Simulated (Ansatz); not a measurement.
## A trial form of BaTe

Theory: Ansatz, DFT PBE, scalar-relativistic, plane waves, PAW. Cutoff 420 eV, Gaussian smearing, Γ-centred meshes. Cell and atoms relax on a converged mesh. The steps can't lower the symmetry of their start. No spin polarisation.

The cell of BaTe is invented: 6-connected net, two elements spread over the vertices (I-4m2, No. 119). Lengths were set from tabulated atomic sizes, so they are only a guess.

```yaml
crystal:
  lattice:
    - [-3.46170, 3.46170, 1.88970]
    - [3.46170, -3.46170, 1.88970]
    - [3.46170, 3.46170, -1.88970]
  atoms:
    - { symbol: Ba, position: [0.25000, 0.75000, 0.50000] }
    - { symbol: Te, position: [0.00000, 0.00000, 0.00000] }
```

Energies over the elements count from the elements' standard structures at the same level, with no fitted energy shifts.

Task: Describe the relaxed structure.

Result: The symmetry stays I-4m2 (No. 119). The volume per atom grows by 10.6 %, from 45.3 to 50.1 Å³. The shortest distance goes from 3.59 Å (Ba–Te) to 3.38 Å (Ba–Te). The ratio c/a of the conventional cell changes by a factor of 1.49. The energy falls by about 0.34 eV/atom (the start's value is from the coarse mesh). The end is written in a standard setting, so origin, axes and order of atoms can differ from the start's. Conventional cell: a = 6.264 Å, c = 5.107 Å. Around Ba lie 4 Te at 3.38 Å; Te has 4 Ba at 3.38 Å.

```cif
data_structure
_symmetry_space_group_name_H-M 'I-4m2'
_symmetry_Int_Tables_number 119
_cell_length_a 6.2641
_cell_length_b 6.2641
_cell_length_c 5.1065
_cell_angle_alpha 90.000
_cell_angle_beta 90.000
_cell_angle_gamma 90.000
_cell_volume 200.37
loop_
_atom_site_label
_atom_site_type_symbol
_atom_site_symmetry_multiplicity
_atom_site_Wyckoff_symbol
_atom_site_fract_x
_atom_site_fract_y
_atom_site_fract_z
_atom_site_occupancy
Ba1 Ba 2 d 0.00000 0.50000 0.75000 1
Te1 Te 2 a 0.00000 0.00000 0.00000 1
```

Task: How does it come out in energy, and is it a metal?

Result: The energy over the elements is −1.577 eV/atom and the gap on the 8×8×8 mesh of the 2-atom cell is 1.90 eV.

The last run used Gaussian smearing of 0.02 eV. Spin–orbit coupling, which can matter for Te, is left out. Kohn–Sham gaps at this level usually fall short of measured ones. The missing spin–orbit coupling can work the other way here. The reference form of Te is held partly by dispersion forces, which this level lacks. A structure relaxed within its symmetry needn't be a true minimum. In all, the 3 runs took 15 min on 1 thread of AMD EPYC (Zen 3), on a shared host. Another cell of BaTe relaxed alike, in Pm-3m, lies 78 meV/atom lower, so this cell isn't the stable form at this level.
